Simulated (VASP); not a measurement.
Write the native input for VASP 6.6.1 that does the following.

* Task: relaxation of cell and atoms
* Functional: PBE
* Dispersion: D3(BJ)
* Potentials or basis: VASP PAW PBE potentials, release 64 (Pb_d)
* Cutoff: 600 eV
* k mesh: 14 × 14 × 14
* Occupations: methfessel-paxton, width 0.1 eV
* Spin: no spin polarisation
* Further INCAR settings: ALGO = Normal; EDIFF = 1e-07; IBRION = 2; EDIFFG = -0.005; NSW = 90; ISIF = 3

The structure of Pb lies in POSCAR:

```
Pb                                      
1.0
    0.0000000000      2.4799742033      2.4799742033
    2.4799742033      0.0000000000      2.4799742033
    2.4799742033      2.4799742033      0.0000000000
  Pb            
     1
Direct
     1.0000000000000000    1.0000000000000000    1.0000000000000000
```

The input as run:

INCAR

```
SYSTEM = Pb
PREC = Accurate ; ENCUT = 600
EDIFF = 1E-7 ; ISMEAR = 1
SIGMA = 0.1 ; LREAL = .False.
LASPH = .True. ; NELM = 80
ALGO = Normal ; ISIF = 3
LWAVE = .False. ; LCHARG = .False.
GGA = PE ; IVDW = 12
IBRION = 2 ; NSW = 90
EDIFFG = -0.005
```

KPOINTS

```
Automatic mesh
0
Gamma
  14 14 14
  0 0 0
```

Potentials or basis: VASP PAW PBE potentials, release 64 (Pb_d).

Launch:

```bash
$ cat potpaw_PBE.64/Pb_d/POTCAR > POTCAR
$ mpirun -np 1 vasp_std > vasp.out
```

Results of the run:

```
Relaxed volume                         : 30.47 Å³/atom
Relaxed cell                           : a = 3.506 Å, b = 3.506 Å, c = 3.506 Å, α = 60.00°, β = 60.00°, γ = 60.00°
Space group after relaxing (to 0.05 Å) : Fm-3m (No. 225)
Energy gained by relaxing              : 0.0 meV/atom
Ionic steps                            : 2
Pressure after relaxing                : 0.0 GPa
Band gap on the k mesh                 : none (metal or under the smearing width)
Dispersion energy per atom             : -0.408 eV
```

Caveat: pairwise dispersion overbinds metals, which lowers pressure and volume.

Run time: 29 s on 1 thread of Intel(R) Xeon(R) 6975P-C (Granite Rapids), on a shared host, peak memory 0.2 GiB.
